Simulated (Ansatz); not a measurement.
TaS2:

```xyz
3
Lattice="3.3500 0.0000 0.0000 -1.6750 2.9012 0.0000 0.0000 0.0000 5.8600" Properties=species:S:1:pos:R:3 pbc="T T T"
Ta    0.0000    0.0000    0.0000
S     1.6750    0.9671    4.3950
S     0.0000    1.9341    1.4650
```

```yaml
Program: Ansatz 0.2.0
Task: relaxation of cell and atoms
Functional: RPBE
Dispersion: D3(BJ)
Potentials_or_basis: Ansatz PAW
Cutoff: "420 eV (not typed: the program's choice for these potentials)"
k_mesh: 9 × 9 × 5
Occupations: fermi-dirac, width 0.05 eV
Spin: no spin polarisation
```

At the start: volume 18.98 Å³/atom.

**Question.** Where does the relaxation end?

**Answer.** It ends after 7 steps and the volume is 14.90 Å³/atom (-21.5 %); space group P-3m1 (No. 164, to 0.05 Å).

Step by step:
```csv
step,energy change (eV),largest force (eV/Å),volume (Å³)
1,0.0000,0.8832,56.95
2,-0.4282,0.0649,51.05
3,-0.5798,0.1889,46.53
4,-0.6233,0.0796,44.34
5,-0.6248,0.0010,44.72
6,-0.6249,0.0041,44.70
7,-0.6235,0.0044,44.70
```

Final structure:
```
CELL_PARAMETERS angstrom
3.12354 0.00000 0.00000
-1.56177 2.70506 0.00000
0.00000 0.00000 5.29069
ATOMIC_POSITIONS crystal
Ta 0.00000 0.00000 0.00000
S 0.66667 0.33333 0.69839
S 0.33333 0.66667 0.30161
```

Caveat: the volume moved by over 15 % at a fixed basis, so the end points are rough; the plane-wave basis is chosen anew once the cell has moved, so the energies of steps on either side of that aren't comparable; the volume moved by -22 % from the deposited cell, more than functionals usually miss; the PAW data sets come from PBE, with cores solved anew for the run's functional, which leaves a small shift of forces and pressure.
